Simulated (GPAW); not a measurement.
## SnTe: band structure with PBE

**The experiment to reproduce.**

A printed reference work, textbook reports, for a bulk crystal of SnTe at 300 K: band gap 0.18 eV (direct).

SnTe:

```
CELL_PARAMETERS angstrom
0.00000 3.15085 3.15085
3.15085 0.00000 3.15085
3.15085 3.15085 0.00000
ATOMIC_POSITIONS crystal
Te 0.50000 0.50000 0.50000
Sn 0.00000 0.00000 0.00000
```

```yaml
Program: GPAW 26.7.0
Task: band structure
Functional: PBE
Potentials_or_basis: JTH PAW 2.0, PBE
Cutoff: 600 eV
Basis: pw
k_mesh: 7 × 7 × 7
Occupations: fermi-dirac, width 0.05 eV
Spin: no spin polarisation
Maxiter: 150
Band_path: GXWKGLUWLK,UX
Band_points: 100
Data_set: Sn jth, Te jth
```

```yaml
Pressure: 2.1 GPa
Band_gap_along_the_path: 0.10 eV, indirect (least direct gap 0.13 eV)
```

Levels at the corners of the path, in eV from the Fermi level:
```csv
point,band 7,band 8,band 9,band 10,band 11,band 12,band 13,band 14
Γ,-4.76,-2.22,-2.22,-2.22,3.36,3.36,3.36,4.74
X,-6.57,-5.65,-3.82,-3.82,2.11,4.91,4.91,6.30
W,-7.46,-4.91,-4.91,-0.90,0.78,4.58,4.58,6.09
K,-7.51,-5.26,-3.32,-2.80,2.97,3.02,4.21,5.49
Γ,-4.76,-2.22,-2.22,-2.22,3.36,3.36,3.36,4.74
L,-8.41,-1.88,-1.88,-0.07,0.06,0.28,0.28,7.84
U,-7.51,-5.26,-3.32,-2.80,2.97,3.02,4.21,5.49
W,-7.46,-4.91,-4.91,-0.90,0.78,4.58,4.58,6.09
L,-8.41,-1.88,-1.88,-0.07,0.06,0.28,0.28,7.84
K,-7.51,-5.26,-3.32,-2.80,2.97,3.02,4.21,5.49
U,-7.51,-5.26,-3.32,-2.80,2.97,3.02,4.21,5.49
X,-6.57,-5.65,-3.82,-3.82,2.11,4.91,4.91,6.30
```

Run time: 98 s on 1 thread of Arm Neoverse V1 (shared host), peak memory 0.34 GiB.

A measured gap of SnTe is 0.18 eV (direct; 300 K; a printed reference work, textbook); the calculated 0.10 eV misses it by -0.08 eV. Spin-orbit coupling on Sn, Te is left out. The value is that of PBE, without temperature or zero-point motion. Semilocal functionals fall short of measured gaps as a rule.

Caveat: this odd mesh misses L, where the gap lies, so gap, dielectric constants and Born charges aren't listed; the program truncates these outside data sets; spin-orbit coupling is left out, which moves the levels of the heavy elements.
